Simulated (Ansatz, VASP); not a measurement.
# Ta in VASP and in Ansatz

INCAR

```
  PREC = Accurate
  ENCUT = 600
  EDIFF = 1E-7
  ISMEAR = -1
  SIGMA = 0.1
  LREAL = F
  LASPH = T
  NELM = 80
  ALGO = Normal
  ISIF = 3
  LWAVE = F
  LCHARG = F
  GGA = PE
  IBRION = 2
  NSW = 60
  EDIFFG = -0.005
```

The input KPOINTS:

```
Automatic mesh
0
Gamma
  18 18 18
```

File POSCAR:

```
Ta
1.0
   -1.6607199181      1.6607199181      1.6607199181
    1.6607199181     -1.6607199181      1.6607199181
    1.6607199181      1.6607199181     -1.6607199181
Ta
1
Direct
    0.0000000000      0.0000000000      0.0000000000
```

Input for Ansatz:

```yaml
crystal:
  lattice:
    - [-1.6607199181, 1.6607199181, 1.6607199181]
    - [1.6607199181, -1.6607199181, 1.6607199181]
    - [1.6607199181, 1.6607199181, -1.6607199181]
  atoms:
    - { symbol: Ta, position: [0.0, 0.0, 0.0] }
kpoints:
  mp_grid: { grid: [18, 18, 18] }
scf:
  occupations: { method: fermi_dirac, width: 0.1 }
hamiltonian:
  xc: pbe
  pseudopotentials: { kind: paw }
output:
  forces: true
  stress: true
relax:
  f_tol: 0.005
  max_steps: 40
  cell: {}
```

Alike in both runs: task relaxation of cell and atoms; functional PBE; k mesh 18 × 18 × 18; occupations fermi-dirac, width 0.1 eV; no spin polarisation.

```csv
,VASP,Ansatz
version,VASP 6.6.1,Ansatz 0.2.0
potentials or method,"VASP PAW PBE potentials, release 64 (Ta_pv)","PAW with Ansatz's default frozen-core files, scalar-relativistic"
plane-wave cutoff (eV),600,420
valence electrons in the cell,11,13
```

Ansatz gave:

| Quantity | Value |
| --- | --- |
| relaxed volume (Å³/atom) | 18.30 |
| relaxed cell length with the largest relative difference (Å) | 2.875 |

**Question.** What did VASP give for the same quantities?

**Answer.** Relaxed volume (Å³/atom): 18.31; relaxed cell length with the largest relative difference (Å): 2.876.

The two sets of potentials don't hold the same shells in valence.

Spin-orbit coupling is left out, which matters for the levels of Ta.
